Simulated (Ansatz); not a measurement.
C (Fd-3m), a vibration from a frozen displacement

Theory: Ansatz, DFT PBE, scalar-relativistic, plane waves, PAW. Settings: plane waves to 420 eV, k-mesh 6×6×6 (Γ-centred), Gaussian smearing 0.05 eV. No spin polarisation. Energies are free energies at this smearing, counted from the undisturbed cell; pressure is positive in compression.

The starting cell (relaxed at this level):

```xyz
8
Lattice="3.5715 0.0000 0.0000 0.0000 -3.5715 0.0000 0.0000 0.0000 -3.5715" Properties=species:S:1:pos:R:3 pbc="T T T"
C     1.7857    0.0000    0.0000
C     0.0000   -1.7857    0.0000
C     0.0000    0.0000   -1.7857
C     1.7857   -1.7857   -1.7857
C     2.6786   -2.6786   -2.6786
C     0.8929   -0.8929   -2.6786
C     0.8929   -2.6786   -0.8929
C     2.6786   -0.8929   -0.8929
```

Atom 1 (C) is moved by x along the Cartesian unit vector (0.000, 0.000, 1.000); the cell and all other atoms stay fixed. The cell's volume is 45.56 Å³; the moved atoms weigh 12.011 u together and the others 84.077 u. Some rows repeat others by symmetry and weren't run.

| x (Å) | ΔE (meV/cell) | total force on the moved atoms along the move (eV/Å) | pressure (GPa) |
| --- | --- | --- | --- |
| -0.1000 | 218.67 | 4.3545 | 1.0742 |
| -0.0875 | 167.59 | 3.8180 | 0.8332 |
| -0.0750 | 123.23 | 3.2783 | 0.6237 |
| -0.0625 | 85.64 | 2.7359 | 0.4462 |
| -0.0500 | 54.84 | 2.1914 | 0.3007 |
| -0.0375 | 30.86 | 1.6451 | 0.1873 |
| -0.0250 | 13.72 | 1.0974 | 0.1063 |
| -0.0125 | 3.43 | 0.5489 | 0.0577 |
| 0.0000 | 0.00 | 0.0000 | 0.0414 |
| 0.0125 | 3.43 | -0.5489 | 0.0577 |
| 0.0250 | 13.72 | -1.0974 | 0.1063 |
| 0.0375 | 30.86 | -1.6451 | 0.1873 |
| 0.0500 | 54.84 | -2.1914 | 0.3007 |
| 0.0625 | 85.64 | -2.7359 | 0.4462 |
| 0.0750 | 123.23 | -3.2783 | 0.6237 |
| 0.0875 | 167.59 | -3.8180 | 0.8332 |
| 0.1000 | 218.67 | -4.3545 | 1.0742 |

**Question.** What frequency belongs to this motion?

**Answer.** The force constant is k = −dF/dx = 43.912 eV/Å², from the parabola through x = -0.0125, 0 and 0.0125. In every cell the moved atoms swing against the rest, so the mass is μ = m₁m₂/(m₁ + m₂) = 10.510 u, and ν̃ = 521.5 cm⁻¹ × √(|k|/μ) = 1066 cm⁻¹. The pattern needn't be a normal mode: ν̃² is then a weighted mean of the squared nonzero frequencies at the zone centre of this cell, taken without macroscopic field, so it lies between the lowest and the highest of them.

**Question.** How far does the harmonic law reach?

**Answer.** At x = -0.100 Å, kx²/2 = 219.56 meV against the computed 218.67 meV (-0.4 %): the well is still close to harmonic there.

**Question.** The pressure changes with x². What does that say about the frequency under compression?

**Answer.** With E = k(V)x²/2, k ∝ V^(−2γ) and x scaling with the cell as V^(1/3), P − P0 = −∂E/∂V = (2γ − 2/3) ΔE/V. At x = 0.0250 Å, V(P − P0) = 45.56 × 0.06488 / 160.2 eV = 18.45 meV and ΔE = 13.72 meV, so γ = 1/3 + V(P − P0)/(2ΔE) = 1.01. This is the Grüneisen parameter of the motion under uniform scaling of the cell: shrinking the cell evenly by 1 % in volume raises the frequency by about 1.01 %.

The displaced carbon sits in a stiff, nearly harmonic well, as expected for a light atom held by short, directional sp³ bonds that resist both stretching and bending. The frequency of 1066 cm⁻¹ lies well below diamond's Raman line, and this is no sign of overly soft bonds: moving one atom in the cubic cell mixes the zone-centre optical mode with folded zone-boundary vibrations, most of which are lower.

The equal energies at ±x don't mean that cubic anharmonicity is absent from the crystal. The tetrahedral site allows a cubic term, but it vanishes along a cube axis; along a bond it would generally survive. What remains here is a weak softening of even order.

The pressure rises because the shortened bonds push outward more strongly than the lengthened ones pull inward, the same anharmonicity that stiffens the motion under compression. The Grüneisen parameter of 1.01 is typical of diamond's optical vibrations, but it can't by itself give the thermal expansion, which also depends on acoustic modes throughout the zone.
